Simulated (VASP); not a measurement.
Set up this calculation in VASP 6.6.1, as the native input.

- Task: single point
- Functional: PBE
- Potentials or basis: VASP PAW PBE potentials, release 64 (Ta_sv_GW, N_GW)
- Cutoff: 450 eV
- k mesh: 4 × 4 × 4
- Occupations: gaussian, width 0.02 eV
- Spin: no spin polarisation
- Further INCAR settings: ALGO = Normal; EDIFF = 1e-06; NBANDS = 16

The structure of TaN lies in POSCAR:

```
TaN
1.0
    0.0000000000      2.2113230000      2.2113230000
    2.2113230000      0.0000000000      2.2113230000
    2.2113230000      2.2113230000      0.0000000000
Ta N
1 1
Direct
    0.5000000000      0.5000000000      0.5000000000
    0.0000000000      0.0000000000      0.0000000000
```

The cell comes from a database or a generator and needn't be the stable form of this composition.

These files were run (other wordings do the same):

INCAR

```
SYSTEM = TaN
ALGO = Normal ; EDIFF = 1E-6
ENCUT = 450 ; GGA = PE
ISIF = 2 ; ISMEAR = 0
LASPH = .True. ; LCHARG = .True.
LELF = .True. ; LREAL = .False.
LVHAR = .True. ; LWAVE = .False.
NBANDS = 16 ; NELM = 80
PREC = Accurate ; SIGMA = 0.02
```

KPOINTS

```
k-points
0
Gamma
  4 4 4
  0 0 0
```

Potentials or basis: VASP PAW PBE potentials, release 64 (Ta_sv_GW, N_GW).

The run is started by

```bash
$ cat potpaw_PBE.64/Ta_sv_GW/POTCAR potpaw_PBE.64/N_GW/POTCAR > POTCAR
$ mpirun -np 1 vasp_std > vasp.out
```

It gave:

| Quantity | Value |
| --- | --- |
| Band gap on the k mesh | none (metal or under the smearing width) |

Caveat: the k mesh is coarse (spacing up to 0.62 Å⁻¹), so the values aren't converged.

Run time: 15 s on 1 thread of Intel(R) Xeon(R) Platinum 8259CL CPU @ 2.50GHz (Skylake/Cascade Lake) (shared host), peak memory 0.14 GiB.
